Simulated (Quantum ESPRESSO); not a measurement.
# InP under changes of volume

One of the cells (25.167 Å³/atom); the others are scaled copies at fixed shape and fractional positions:

```
In P
1.0
     0.00000    2.93050    2.93050
     2.93050    0.00000    2.93050
     2.93050    2.93050    0.00000
In P
1 1
Direct
  0.00000 0.00000 0.00000
  0.75000 0.75000 0.75000
```

| Quantity | Value |
| --- | --- |
| Program | Quantum ESPRESSO 7.5 |
| Functional | LDA |
| Potentials or basis | PseudoDojo 0.4.1 SR LDA standard |
| Cutoff | 952 eV |
| Density cutoff | 3810 eV |
| k mesh | 8 × 8 × 8 |
| Occupations | fermi-dirac, width 0.05 eV |
| Spin | no spin polarisation |

```tsv
volume (Å³/atom)	energy over the lowest point (meV/atom)	pressure (GPa)	gap on the mesh (eV)
23.657	10.11	3.3	0.82
24.160	2.48	1.6	0.71
24.663	0.00	0.0	0.60
25.167	2.11	-1.3	0.49
25.670	?	?	?
26.173	18.17	-3.7	0.27
26.677	31.25	-4.6	0.17
```

What does the run at 25.670 Å³/atom give?

Energy over the lowest point 8.31 meV/atom; pressure -2.6 GPa; gap on the mesh 0.38 eV.

Worked out: A Birch-Murnaghan fit of order 3 (a polynomial in V^(-2/3)) to the other rows has its minimum at 24.67 Å³/atom with B0 = V·E''(V) = 71 GPa and B' = 4.8. It gives 8.33 meV/atom at 25.670 Å³/atom, against the run's 8.31, and -dE/dV = -2.6 GPa, against -2.6. A straight line through the other rows of the gap, of slope -5.44 eV per unit of ln V (its deformation potential), gives 0.38 eV, against the run's 0.38.

Energies are extrapolated to zero smearing.

Caveats: spin-orbit coupling is left out, which moves the levels of the heavy elements.
